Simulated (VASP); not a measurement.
# Sb (R-3m) in VASP: further runs, part 2 of 2

VASP 6.6.1.

### 3 Relaxation of cell and atoms, PBE+D3(BJ)

This run uses another cell than the first one, of 29.86 Å³/atom, 0.989 times its volume.

The input, INCAR:

```
SYSTEM = Sb
ALGO = Fast
AMIX = 0.2
EDIFF = 1E-7
EDIFFG = -0.002
ENCUT = 520
GGA = PE
IBRION = 2
ISIF = 3
ISMEAR = 0
IVDW = 12
LASPH = .TRUE.
LCHARG = .FALSE.
LREAL = .FALSE.
LWAVE = .FALSE.
NELM = 80
NSW = 80
PREC = Accurate
SIGMA = 0.02
```

The input, KPOINTS:

```
k-points
0
G
  9 9 9
  0 0 0
```

The input, POSCAR:

```
Sb                                      
1.0
    2.1631050260      1.2488692692      3.6842944025
   -2.1631050260      1.2488692692      3.6842944025
    0.0000000000     -2.4977385383      3.6842944025
  Sb            
     2
Direct
     0.2361295274004877    0.2361295274004877    0.2361295274004877
     0.7638704725995124    0.7638704725995124    0.7638704725995124
```

Potentials or basis: VASP PAW PBE potentials, release 64 (Sb).

Run with:

```sh
$ cat potpaw_PBE.64/Sb/POTCAR > POTCAR
$ mpirun -np 1 vasp_std > vasp.out
```

OUTCAR:

```text
SYSTEM = Sb
   AMIX = 0.2
   EDIFF = 1E-7
   EDIFFG = -0.002
   ENCUT = 520
   GGA = PE
   IBRION = 2
   ISIF = 3
   ISMEAR = 0
   IVDW = 12
   LASPH = .TRUE.
   LREAL = .FALSE.
   NELM = 80
   NSW = 80
   PREC = Accurate
 IVDW          = 12

 ion  position               nearest neighbor table
   1  0.236  0.236  0.236-   2 2.93   2 2.93   2 2.93   2 3.29   2 3.29   2 3.29
   2  0.764  0.764  0.764-   1 2.93   1 2.93   1 2.93   1 3.29   1 3.29   1 3.29

  LATTYP: Found a trigonal (rhomboedric) cell.
 ALAT       =     4.4511485090
 COS(alpha) =     0.5276748842

  Lattice vectors:

 A1 = (   2.1631050260,   1.2488692692,   3.6842944025)
 A2 = (  -2.1631050260,   1.2488692692,   3.6842944025)
 A3 = (   0.0000000000,  -2.4977385383,   3.6842944025)

Analysis of symmetry for initial positions (statically):
=====================================================================
 Subroutine PRICEL returns:
 Original cell was already a primitive cell.

 Routine SETGRP: Setting up the symmetry group for a
 trigonal (rhombohedral) supercell.

 Subroutine GETGRP returns: Found 12 space group operations
 (whereof 12 operations were pure point group operations)
 out of a pool of 12 trial point group operations.

The static configuration has the point symmetry D_3d.

Analysis of symmetry for dynamics (positions and initial velocities):
=====================================================================
 Subroutine PRICEL returns:
 Original cell was already a primitive cell.

 Routine SETGRP: Setting up the symmetry group for a
 trigonal (rhombohedral) supercell.

 Subroutine GETGRP returns: Found 12 space group operations
 (whereof 12 operations were pure point group operations)
 out of a pool of 12 trial point group operations.

[... 181 lines left out ...]
 -----------------------------------------------------------------------------------
    total drift:                                0.000000     -0.000000      0.000000

  FREE ENERGIE OF THE ION-ELECTRON SYSTEM (eV)
  ---------------------------------------------------
  free  energy   TOTEN  =        -9.2079554256 eV

  energy  without entropy=       -9.2079185205  energy(sigma->0) =       -9.20793697

--------------------------------------- Ionic step        2  -------------------------------------------

 number of electron      10.0000000 magnetization

 Free energy of the ion-electron system (eV)
  ---------------------------------------------------
  ext. energy  EPLUGINS =         0.00000000
  ---------------------------------------------------
  free energy    TOTEN  =        -8.25156106 eV

  energy without entropy =       -8.25152477  energy(sigma->0) =       -8.25154292

 E-fermi :   7.3664     XC(G=0):  -9.5902

 val. band max:        7.3376993260   @ k =   0.3333   0.1111   0.1111
 cond. band min:       7.3923924092   @ k =   0.4444  -0.0000   0.0000
 fundamental gap:      0.0546930832
 Fermi energy:         7.3664213614

 k-point     1 :       0.0000    0.0000    0.0000
  band No.  band energies     occupation
      1      -5.3363      2.00000
      2       2.6814      2.00000
      3       5.4178      2.00000
      4       5.5657      2.00000
      5       5.5657      2.00000
      6       9.7279      0.00000
      7      10.2077      0.00000
      8      10.2077      0.00000
      9      12.3329      0.00000
[... 265 lines left out ...]
 k-point    24 :       0.4444    0.4444    0.0000
  band No.  band energies     occupation
      1      -3.0787      2.00000
      2      -0.4007      2.00000
      3       2.0181      2.00000
      4       3.6771      2.00000
      5       3.7102      2.00000
      6       9.0508      0.00000
      7      12.3449      0.00000
      8      12.7514      0.00000
      9      14.0204      0.00000

 [... further k-points ...]

------------------------ aborting loop because EDIFF is reached ----------------------------------------

 Edisp (eV)   -0.95639

 E8    (eV) :    -0.4462

  FORCE on cell =-STRESS in cart. coord.  units (eV):
  Direction    XX          YY          ZZ          XY          YZ          ZX
  --------------------------------------------------------------------------------------
  -------------------------------------------------------------------------------------
  Total      -0.00170    -0.00170     0.00052    -0.00000     0.00000     0.00000
  in kB      -0.04551    -0.04551     0.01405    -0.00000     0.00000     0.00000
  external pressure =       -0.03 kB  Pullay stress =        0.00 kB

 VOLUME and BASIS-vectors are now :
 -----------------------------------------------------------------------------
  energy-cutoff  :      520.00
  volume of cell :       59.73
      direct lattice vectors                 reciprocal lattice vectors
     2.163162484  1.248902443  3.684655893     0.231143062  0.133450509  0.090465255
    -2.163162484  1.248902443  3.684655893    -0.231143062  0.133450509  0.090465255
     0.000000000 -2.497804885  3.684655893     0.000000000 -0.266901018  0.090465255

 POSITION                                       TOTAL-FORCE (eV/Angst)
 -----------------------------------------------------------------------------------
      0.00000      0.00000      2.61016         0.000000     -0.000000     -0.001028
      0.00000      0.00000      8.44381         0.000000      0.000000      0.001028
 -----------------------------------------------------------------------------------
    total drift:                                0.000000      0.000000     -0.000000

  FREE ENERGIE OF THE ION-ELECTRON SYSTEM (eV)
  ---------------------------------------------------
  free  energy   TOTEN  =        -9.2079553623 eV

  energy  without entropy=       -9.2079190705  energy(sigma->0) =       -9.20793722

 reached required accuracy - stopping structural energy minimisation
```

OSZICAR:

```text
N       E                     dE             d eps       ncg     rms          rms(c)
DAV:   1     0.380824710517E+02    0.38082E+02   -0.36503E+03  1530   0.872E+02
DAV:   2    -0.649793922005E+01   -0.44580E+02   -0.43631E+02  2104   0.123E+02
DAV:   3    -0.823299807373E+01   -0.17351E+01   -0.16958E+01  1912   0.289E+01
DAV:   4    -0.825064225179E+01   -0.17644E-01   -0.17639E-01  1885   0.318E+00
DAV:   5    -0.825077875927E+01   -0.13651E-03   -0.13650E-03  1742   0.307E-01    0.298E+00
RMM:   6    -0.825101094847E+01   -0.23219E-03   -0.45430E-04  1530   0.211E-01    0.239E+00
RMM:   7    -0.825113401095E+01   -0.12306E-03   -0.74446E-03  1530   0.838E-01    0.103E-01
RMM:   8    -0.825131484974E+01   -0.18084E-03   -0.65706E-04  1538   0.267E-01    0.525E-02
RMM:   9    -0.825140288803E+01   -0.88038E-04   -0.19240E-04  1530   0.136E-01    0.104E-02
RMM:  10    -0.825141108611E+01   -0.81981E-05   -0.48984E-05  1534   0.698E-02    0.721E-03
RMM:  11    -0.825140982728E+01    0.12588E-05   -0.86052E-06  1538   0.289E-02    0.452E-03
RMM:  12    -0.825141085335E+01   -0.10261E-05   -0.23789E-06  1532   0.157E-02    0.203E-03
RMM:  13    -0.825141092454E+01   -0.71185E-07   -0.44849E-07  1364   0.683E-03
   1 F= -.92079554E+01 E0= -.92079370E+01  d E =-.920796E+01
       N       E                     dE             d eps       ncg     rms          rms(c)
DAV:   1    -0.825156169607E+01   -0.15084E-03   -0.12523E-05  1911   0.195E-02    0.272E-03
RMM:   2    -0.825156152715E+01    0.16892E-06   -0.15944E-07   956   0.350E-03    0.218E-03
RMM:   3    -0.825156107230E+01    0.45485E-06   -0.34738E-07  1511   0.347E-03    0.302E-04
RMM:   4    -0.825156106410E+01    0.81974E-08   -0.24470E-08   821   0.128E-03
   2 F= -.92079554E+01 E0= -.92079372E+01  d E =0.632574E-07
```

It took 24 s on 1 thread of Intel Xeon 6975P-C (Granite Rapids), shared host; peak memory 0.24 GiB.

Results:

```yaml
Free_energy: -9.2080 eV
Relaxed_volume: 29.86 Å³/atom
Relaxed_cell: a = 4.451 Å, b = 4.451 Å, c = 4.451 Å, α = 58.15°, β = 58.15°, γ = 58.15°
Space_group_after_relaxing_to_0.05_Å: R-3m (No. 166)
Energy_gained_by_relaxing: 0.0 meV/atom
Ionic_steps: 2
Pressure_after_relaxing: 0.0 GPa
Band_gap_on_the_k_mesh: 0.05 eV, indirect (least direct gap 0.44 eV)
Dispersion_energy_per_atom: -0.478 eV
```

Final structure:
```
Sb
1.0
     2.16316    1.24890    3.68466
    -2.16316    1.24890    3.68466
     0.00000   -2.49780    3.68466
Sb
2
Cartesian
  0.0000 0.0000 2.6102
  0.0000 0.0000 8.4438
```

Levels at points of the mesh, in eV from the valence-band top:
```
           k point  band 2  band 3  band 4  band 5  band 6  band 7  band 8  band 9
(0.00, 0.00, 0.00)   -4.66   -1.92   -1.77   -1.77    2.39    2.87    2.87    5.00
```

Caveat: spin-orbit coupling is left out, which moves the levels of the heavy elements; an odd mesh through Γ misses points on the zone boundary, where band edges often lie.
